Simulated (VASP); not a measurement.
Write the native input for VASP 6.6.1 that does the following.

```
Task                   : relaxation of cell and atoms
Functional             : PBE
Dispersion             : D3(BJ)
Potentials or basis    : VASP PAW PBE potentials, release 64 (Cl)
Cutoff                 : 520 eV
k mesh                 : 8 × 8 × 4
Occupations            : gaussian, width 0.02 eV
Spin                   : no spin polarisation
Target pressure        : 42 GPa
Further INCAR settings : ALGO = Fast; EDIFF = 1e-07; IBRION = 2; EDIFFG = -0.15; NSW = 80; ISIF = 3
Target pressure        : 42 GPa
```

The structure of Cl lies in POSCAR:

```
Cl
1.0
    3.1450000000     -2.2500000000      0.0000000000
    3.1450000000      2.2500000000      0.0000000000
    0.0000000000      0.0000000000      8.2100000000
Cl
4
Direct
    0.8700000000      0.1300000000      0.1000000000
    0.6300000000      0.3700000000      0.6000000000
    0.1300000000      0.8700000000      0.9000000000
    0.3700000000      0.6300000000      0.4000000000
```

These files were run (other wordings do the same):

INCAR

```
ALGO = Fast
EDIFF = 1E-7
EDIFFG = -0.15
ENCUT = 520
GGA = PE
IBRION = 2
ISIF = 3
ISMEAR = 0
IVDW = 12
LASPH = T
LCHARG = F
LREAL = F
LWAVE = F
NELM = 100
NSW = 80
PREC = Accurate
PSTRESS = 420.0
SIGMA = 0.02
```

KPOINTS

```
k-points
0
Gamma
  8 8 4
```

Potentials or basis: VASP PAW PBE potentials, release 64 (Cl).

Command:

```bash
$ cat potpaw_PBE.64/Cl/POTCAR > POTCAR
$ mpirun -np 1 vasp_std > vasp.out
```

Results of the run:

```
Relaxed volume                                         : 14.00 Å³/atom
Relaxed cell                                           : a = 2.931 Å, b = 2.931 Å, c = 7.015 Å, α = 90.00°, β = 90.00°, γ = 68.26°
Space group after relaxing (to 0.05 Å)                 : Cmce (No. 64)
Energy change on relaxing (the enthalpy is what falls) : +823.4 meV/atom
Ionic steps                                            : 18
Pressure after relaxing                                : 42.2 GPa
Largest force after relaxing                           : 0.100 eV/Å
Band gap on the k mesh                                 : 1.18 eV, indirect (least direct gap 1.93 eV)
Dispersion energy per atom                             : -0.334 eV
```

Caveat: the cell is relaxed towards a set pressure, so the enthalpy falls and the energy may rise; the volume moved by over 15 % at a fixed basis, so the end points are rough; the relaxation stopped at a loose force limit of 0.15 eV/Å, so its end isn't a converged minimum.

Wall time 15 min on 1 thread of Intel(R) Xeon(R) 6975P-C (Granite Rapids), with other jobs on the host, peak memory 0.32 GiB.
